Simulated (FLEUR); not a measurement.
# How the functional moves the magnetism of MnHO2 monolayer, part 2 of 2

Aim: see how far the moments of MnHO2 monolayer move with the functional, and what each set costs.

FLEUR MaX-R8.1; several functionals, all with U = 4.9 eV, J = 0.9 eV on Mn d; all-electron FLAPW film, Dirac cores, scalar-relativistic bands.

So far, largest spin moment in the muffin-tin sphere (μB): step 2 (rung 1 (LDA (VWN)), start ferro +, LDA LAPW, FLEUR) 3.78; step 3 (PBE LAPW) 3.81.

**4. Set 3 (PBEsol), start ferro +**

Level of this step: PBEsol with U = 4.9 eV, J = 0.9 eV on Mn d; all-electron FLAPW film, Dirac cores, scalar-relativistic bands (FLEUR).

The input, inp.xml:

```
<?xml version="1.0" encoding="UTF-8" standalone="no"?>
<fleurInput fleurInputVersion="0.39">
   <comment>
      MnHO2
   </comment>
   <calculationSetup>
      <cutoffs Kmax="4.4" Gmax="13.2" GmaxXC="13.2" numbands="0"/>
      <scfLoop itmax="130" minDistance="0.0001" maxIterBroyd="15" imix="Anderson" alpha="0.03" precondParam="0.0" spinf="2.0" sdNocoIR="T"/>
      <coreElectrons ctail="T" frcor="F" kcrel="0" coretail_lmax="0"/>
      <xcFunctional name="PBEs" relativisticCorrections="F"/>
      <magnetism jspins="2"/>
      <soc l_soc="F" theta="0.0" phi="0.0" spav="F"/>
      <expertModes spex="0" secvar="F"/>
      <geometryOptimization l_f="F" forcealpha="1.0" forcemix="BFGS" epsdisp="0.00001" epsforce="0.00001"/>
      <ldaU l_linMix="F" mixParam="0.05" spinf="1.0"/>
   </calculationSetup>
   <cell>
      <bzIntegration valenceElectrons="28.0" mode="hist" fermiSmearingEnergy="0.00183747">
         <kPointListSelection listName="default-1"/>
         <xi:include xmlns:xi="http://www.w3.org/2001/XInclude" href="kpts.xml"> </xi:include>
      </bzIntegration>
      <xi:include xmlns:xi="http://www.w3.org/2001/XInclude" href="sym.xml"> </xi:include>
      <filmLattice scale="1.0" dVac="8.67" dTilda="11.17">
         <bravaisMatrixFilm>
            <row-1>    6.0033762874361658     0.0000001227944036</row-1>
            <row-2>   -2.4808776688283016     4.8613299761059965</row-2>
         </bravaisMatrixFilm>
         <vacuumEnergyParameters vacuum="1" spinUp="-.25" spinDown="-.25"/>
         <vacuumEnergyParameters vacuum="2" spinUp="-.25" spinDown="-.25"/>
      </filmLattice>
   </cell>
   <atomSpecies>
      <species name="Manganese 4.501" element="Mn" atomicNumber="25">
         <mtSphere radius="2.37" gridPoints="783" logIncrement="0.016"/>
         <atomicCutoffs lmax="8" lnonsphr="6"/>
         <electronConfig flipSpins="F">
            <coreConfig>(1s1/2) (2s1/2) (2p1/2) (2p3/2)</coreConfig>
            <valenceConfig>(3s1/2) (3p1/2) (3p3/2) (4s1/2) (3d3/2) (3d5/2)</valenceConfig>
            <stateOccupation state="(3d3/2)" spinUp="1.7505" spinDown="0.2495"/>
            <stateOccupation state="(3d5/2)" spinUp="3.0" spinDown="0.0"/>
         </electronConfig>
         <energyParameters s="4" p="4" d="3" f="4"/>
         <ldaU l="2" U="4.9" J="0.9" l_amf="F"/>
         <lo type="SCLO" l="0" n="3" eDeriv="0"/>
         <lo type="SCLO" l="1" n="3" eDeriv="0"/>
      </species>
      <species name="Oxygen (O)" element="O" atomicNumber="8">
         <mtSphere radius="1.05" gridPoints="349" logIncrement="0.029"/>
         <atomicCutoffs lmax="6" lnonsphr="4"/>
         <electronConfig flipSpins="F">
            <coreConfig>(1s1/2)</coreConfig>
            <valenceConfig>(2s1/2) (2p1/2) (2p3/2)</valenceConfig>
            <stateOccupation state="(2p1/2)" spinUp="0.666667" spinDown="0.666667"/>
            <stateOccupation state="(2p3/2)" spinUp="1.333333" spinDown="1.333333"/>
         </electronConfig>
         <energyParameters s="2" p="2" d="3" f="4"/>
      </species>
      <species name="Hydrogen (H)" element="H" atomicNumber="1">
         <mtSphere radius="0.81" gridPoints="269" logIncrement="0.029"/>
         <atomicCutoffs lmax="6" lnonsphr="4"/>
         <electronConfig flipSpins="F">
            <coreConfig></coreConfig>
            <valenceConfig>(1s1/2)</valenceConfig>
            <stateOccupation state="(1s1/2)" spinUp="0.500000" spinDown="0.500000"/>
         </electronConfig>
         <energyParameters s="1" p="2" d="3" f="4"/>
      </species>
   </atomSpecies>
   <atomGroups>
      <atomGroup species="Manganese 4.501">
         <filmPos label="                   1">.0536830000 .0268415000 1.0875524108</filmPos>
         <force calculate="T" relaxXYZ="TTT"/>
      </atomGroup>
      <atomGroup species="Oxygen (O)">
         <filmPos label="                   2">-.2203760000 .3898120000 -.9359310369</filmPos>
         <force calculate="T" relaxXYZ="TTT"/>
      </atomGroup>
      <atomGroup species="Oxygen (O)">
         <filmPos label="                   3">.3364830000 -.3317585000 2.8861626643</filmPos>
         <force calculate="T" relaxXYZ="TTT"/>
      </atomGroup>
      <atomGroup species="Hydrogen (H)">
         <filmPos label="                   4">-.1939020000 .4030490000 -2.8861626643</filmPos>
         <force calculate="T" relaxXYZ="TTT"/>
      </atomGroup>
   </atomGroups>
   <output dos="F" band="F" slice="F">
      <bandDOS minEnergy="-.5*Htr" maxEnergy="0.5*Htr" sigma="0.015" storeEVData="T"/>
      <plotting iplot="0" polar="F">
         <plot TwoD="T" vec1="  1.0  0.0  0.0" vec2="  0.0  1.0  0.0" vec3="  0.0  0.0  1.0" zero="  0.0  0.0 -0.5" file="plot"/>
      </plotting>
      <moessbauerParams electricFieldGradient="F" isomerShift="F" coreHyperfine="F" valenceHyperfine="F"/>
   </output>
</fleurInput>
```

The input, crystal.txt:

```
MnHO2
&input film=T cartesian=F /
3.17684991983  0.00000006498  0.00000000000
-1.31282392540  2.57250503807  0.00000000000
0.00000000000  0.00000000000  1.00000000000
1.8897261246
1.0 1.0 1.0

4
25 0.05368300000  0.02684150000  1.08755241080 : 4.501
8 0.77962400000  0.38981200000  -0.93593103693
8 0.33648300000  0.66824150000  2.88616266430
1 0.80609800000  0.40304900000  -2.88616266430

&kpt div1=8 div2=8 div3=1 gamma=T /
```

On the command line:

```console
$ OMP_NUM_THREADS=1 inpgen -f crystal.txt > inpgen.log  # inp.xml is then edited as shown
$ OMP_NUM_THREADS=1 mpirun -n 4 fleur_MPI > fleur.log
```

Output:

```text
[banner, memory and clock lines left out]
Welcome to FLEUR        (www.flapw.de)
      MaX-Release 8.1          (www.max-centre.eu)

 ========== k-point set info ==========
 Selected k-point list: default-1
 k-point list type: mesh
 0 x 0 x 0
 Number of k points: 24

 [... set-up left out ...]
 no density matrix found ... skipping LDA+U
Nuclear radius smaller than smallest radial mesh point for atom type 4 -- skipping its core isomer shift
 Reset of history
 Iteration:     1   Distance:      27.27053858 me/bohr^3
[...]
[... left out ...]
            <freeEnergy value="-1307.8647327978"/>
            <extrapolationTo0K value="-1307.8646899021"/>
         </totalEnergy>
         [... left out ...]
         <ldaUDensityMatrixConvergence>
            <distance spin="1" distance="0.000002"/>
            <distance spin="2" distance="0.000001"/>
         </ldaUDensityMatrixConvergence>
         <densityConvergence units="me/bohr^3">
            <chargeDensity spin="1" distance="0.0000199071"/>
            <chargeDensity spin="2" distance="0.0000171913"/>
            <overallChargeDensity distance="0.0000274815"/>
            <spinDensity distance="0.0000250685"/>
         </densityConvergence>
      </iteration>
```

Elapsed: 2.2 min, on 4 MPI ranks of Arm Neoverse V1, shared host; peak memory 0.6 GiB.

Read from the output:

```
free energy                                                       : -35588.8124 eV
program's band gap on this mesh (in a metal only a level spacing) : 0.1210 eV
magnetization                                                     : 3.986 μB
final state                                                       : ferromagnetic
largest moment                                                    : 3.810 μB
```

The largest moment is that of set 2, at 1.0 times its CPU time.

**5. Set 4 (revPBE), start ferro +**

inp.xml, as its differences from that of step 4:

```diff
@@ -9,3 +9,3 @@
       <coreElectrons ctail="T" frcor="F" kcrel="0" coretail_lmax="0"/>
-      <xcFunctional name="PBEs" relativisticCorrections="F"/>
+      <xcFunctional name="rpbe" relativisticCorrections="F"/>
       <magnetism jspins="2"/>
```

crystal.txt is that of step 4.

Output:

```text
[banner, memory and clock lines left out]
Welcome to FLEUR        (www.flapw.de)
      MaX-Release 8.1          (www.max-centre.eu)

 ========== k-point set info ==========
 Selected k-point list: default-1
 k-point list type: mesh
 0 x 0 x 0
 Number of k points: 24

 [... set-up left out ...]
 no density matrix found ... skipping LDA+U
Nuclear radius smaller than smallest radial mesh point for atom type 4 -- skipping its core isomer shift
 Reset of history
 Iteration:     1   Distance:      27.87943402 me/bohr^3
[...]
[... left out ...]
            <freeEnergy value="-1309.6963022128"/>
            <extrapolationTo0K value="-1309.6962591376"/>
         </totalEnergy>
         [... left out ...]
         <ldaUDensityMatrixConvergence>
            <distance spin="1" distance="0.000004"/>
            <distance spin="2" distance="0.000002"/>
         </ldaUDensityMatrixConvergence>
         <densityConvergence units="me/bohr^3">
            <chargeDensity spin="1" distance="0.0000340128"/>
            <chargeDensity spin="2" distance="0.0000270078"/>
            <overallChargeDensity distance="0.0000490257"/>
            <spinDensity distance="0.0000370009"/>
         </densityConvergence>
      </iteration>
```

The job ended after 2.1 min (4 MPI ranks; peak memory 0.6 GiB).

Read from the output:

```yaml
free_energy: -35638.6519 eV
program_s_band_gap_on_this_mesh_in_a_metal_only_a_level_spacing: 0.06719 eV
magnetization: 3.984 μB
final_state: ferromagnetic
largest_moment: 3.827 μB
```

The largest moment moves by +0.02 μB from set 3, at 0.95 times its CPU time.

**6. Set 5 (Wu-Cohen GGA), start ferro +**

inp.xml, as its differences from that of step 5:

```diff
@@ -9,3 +9,3 @@
       <coreElectrons ctail="T" frcor="F" kcrel="0" coretail_lmax="0"/>
-      <xcFunctional name="rpbe" relativisticCorrections="F"/>
+      <xcFunctional name="wc" relativisticCorrections="F"/>
       <magnetism jspins="2"/>
```

crystal.txt is that of step 5.

Output:

```text
[banner, memory and clock lines left out]
Welcome to FLEUR        (www.flapw.de)
      MaX-Release 8.1          (www.max-centre.eu)

 ========== k-point set info ==========
 Selected k-point list: default-1
 k-point list type: mesh
 0 x 0 x 0
 Number of k points: 24

 [... set-up left out ...]
 no density matrix found ... skipping LDA+U
Nuclear radius smaller than smallest radial mesh point for atom type 4 -- skipping its core isomer shift
 Reset of history
 Iteration:     1   Distance:      27.16476855 me/bohr^3
[...]
[... left out ...]
            <freeEnergy value="-1308.8443964939"/>
            <extrapolationTo0K value="-1308.8443582969"/>
         </totalEnergy>
         [... left out ...]
         <ldaUDensityMatrixConvergence>
            <distance spin="1" distance="0.000003"/>
            <distance spin="2" distance="0.000002"/>
         </ldaUDensityMatrixConvergence>
         <densityConvergence units="me/bohr^3">
            <chargeDensity spin="1" distance="0.0000218440"/>
            <chargeDensity spin="2" distance="0.0000209718"/>
            <overallChargeDensity distance="0.0000293854"/>
            <spinDensity distance="0.0000311521"/>
         </densityConvergence>
      </iteration>
```

Run time: 2.2 min. Hardware: 4 MPI ranks; peak memory 0.6 GiB.

Read from the output:

```yaml
free_energy: -35615.4704 eV
program_s_band_gap_on_this_mesh_in_a_metal_only_a_level_spacing: 0.1304 eV
magnetization: 3.989 μB
final_state: ferromagnetic
largest_moment: 3.800 μB
```

The largest moment moves by -0.03 μB from set 4, at 1.0 times its CPU time.

**7. Set 6 (PW91), start ferro +**

inp.xml, as its differences from that of step 6:

```diff
@@ -9,3 +9,3 @@
       <coreElectrons ctail="T" frcor="F" kcrel="0" coretail_lmax="0"/>
-      <xcFunctional name="wc" relativisticCorrections="F"/>
+      <xcFunctional name="pw91" relativisticCorrections="F"/>
       <magnetism jspins="2"/>
```

crystal.txt is that of step 6.

Output:

```text
[banner, memory and clock lines left out]
Welcome to FLEUR        (www.flapw.de)
      MaX-Release 8.1          (www.max-centre.eu)

 ========== k-point set info ==========
 Selected k-point list: default-1
 k-point list type: mesh
 0 x 0 x 0
 Number of k points: 24

 [... set-up left out ...]
 no density matrix found ... skipping LDA+U
Nuclear radius smaller than smallest radial mesh point for atom type 4 -- skipping its core isomer shift
 Reset of history
 Iteration:     1   Distance:      28.12785190 me/bohr^3
[...]
[... left out ...]
            <freeEnergy value="-1309.9009862154"/>
            <extrapolationTo0K value="-1309.9009408468"/>
         </totalEnergy>
         [... left out ...]
         <ldaUDensityMatrixConvergence>
            <distance spin="1" distance="0.000004"/>
            <distance spin="2" distance="0.000003"/>
         </ldaUDensityMatrixConvergence>
         <densityConvergence units="me/bohr^3">
            <chargeDensity spin="1" distance="0.0000478503"/>
            <chargeDensity spin="2" distance="0.0000471414"/>
            <overallChargeDensity distance="0.0000552889"/>
            <spinDensity distance="0.0000772468"/>
         </densityConvergence>
      </iteration>
```

The job ended after 2.1 min (4 MPI ranks; peak memory 0.6 GiB).

Numbers from this step:

```yaml
free_energy: -35644.2217 eV
program_s_band_gap_on_this_mesh_in_a_metal_only_a_level_spacing: 0.06656 eV
magnetization: 3.982 μB
final_state: ferromagnetic
largest_moment: 3.804 μB
```

The largest moment is that of set 5, at 0.95 times its CPU time.

**8. The sets together**

List, by row:

```csv
set,functional,state from the first start,"moment, first (μB)","CPU time (s), all starts"
1,LDA (VWN),ferromagnetic,3.784,437.1
2,PBE,ferromagnetic,3.808,507.8
3,PBEsol,ferromagnetic,3.81,529.6
4,revPBE,ferromagnetic,3.827,505.8
5,Wu-Cohen GGA,ferromagnetic,3.8,524.9
6,PW91,ferromagnetic,3.804,500.4
```

**9. Summary of results**

| Property | Result |
| --- | --- |
| range of the moment in the table, first start | 3.78 to 3.83 μB |
| range of CPU time | 7.3 min to 8.8 min |

What this shows: For the first start the functionals, all with the same U, give moments from 3.78 to 3.83 μB, so the functional hardly matters here; all use the same cell, so differences in their own lattice constants don't enter. Only the parallel order fits this cell, so the list says nothing of other orders.

[Logs and program files are shortened in this print: banners, set-up blocks, solver, clock and traceback lines can be left out without a mark of their own.]

[Logs are printed without paths, hosts, clocks, repeated set-up lines and the standing remarks that a program may print on its own settings, such as how far it seeks lower states.]

[Hosts, paths, dates, database ids (printed as entryN), source tags and the programs' standing remarks are cut or masked in the printed files.]

[Where a cell is said to come from a database of computed structures, the database is the Materials Project.]
